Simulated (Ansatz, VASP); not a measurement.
## KCl in VASP and in Ansatz

```
K Cl
1.0
     3.89477    0.04732   -0.02032
     0.04732    3.81320   -0.02918
    -0.02032   -0.02918    3.81111
K Cl
1 1
Direct
  0.00000 0.00000 0.00000
  0.50000 0.50000 0.50000
```

Change from the starting cell: cell strained at random at fixed volume.

Alike in both runs: task single point; functional PBE; k mesh 4 × 4 × 4; occupations fermi-dirac, width 0.03 eV; no spin polarisation.

|  | VASP | Ansatz |
| --- | --- | --- |
| version | VASP 6.6.1 | Ansatz 0.2.0 |
| potentials or method | VASP PAW PBE potentials, release 64 (K_sv, Cl), cutoff 520 eV | all-electron LAPW, scalar-relativistic |

```tsv
	VASP	Ansatz	Ansatz less VASP
gap on the k mesh at the Fermi level (eV)	4.76	4.76	0.000
least direct gap on the mesh (eV)	4.94	4.94	0.000
pressure (GPa)	0.0	0.0	-0.01
largest component of the traceless stress (GPa)	0.62	0.62	0.000
```

Ansatz ran all-electron here, so the differences hold the error of VASP's frozen core and of both bases.

A k mesh can miss the band edges.
